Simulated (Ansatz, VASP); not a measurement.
## Two plane-wave programs on AgBr3

```
CELL_PARAMETERS angstrom
3.66223 2.11439 3.17505
-3.66223 2.11439 3.17505
0.00000 -4.22877 3.17505
ATOMIC_POSITIONS crystal
Ag 0.50000 0.50000 0.50000
Br 0.50000 0.50000 0.00000
Br 0.00000 0.50000 0.50000
Br 0.50000 0.00000 0.50000
```

Alike in both runs: functional PBE; k mesh 6 × 6 × 6; occupations gaussian, width 0.1 eV; no spin polarisation.

Ansatz relaxed the structure, and its values are those at the end. VASP's run is a single point on that final structure, the one shown.

|  | VASP | Ansatz |
| --- | --- | --- |
| version | VASP 6.6.1 | Ansatz 0.2.0 |
| potentials or method | VASP PAW PBE potentials, release 64 (Ag, Br) | scalar-relativistic, plane waves, PAW |
| plane-wave cutoff (eV) | 520 | 420 |
| valence electrons in the cell | 32 | 40 |

```tsv
	VASP	Ansatz	Ansatz less VASP
gap on the k mesh at the Fermi level (eV)	none	none	-
pressure (GPa)	0.2	0.2	+0.01
```

A gap of «none» marks a metal or a gap that the smearing closes. With one functional, cell and mesh, what is left measures potentials, basis and numerics. The two sets of potentials don't hold the same shells in valence.
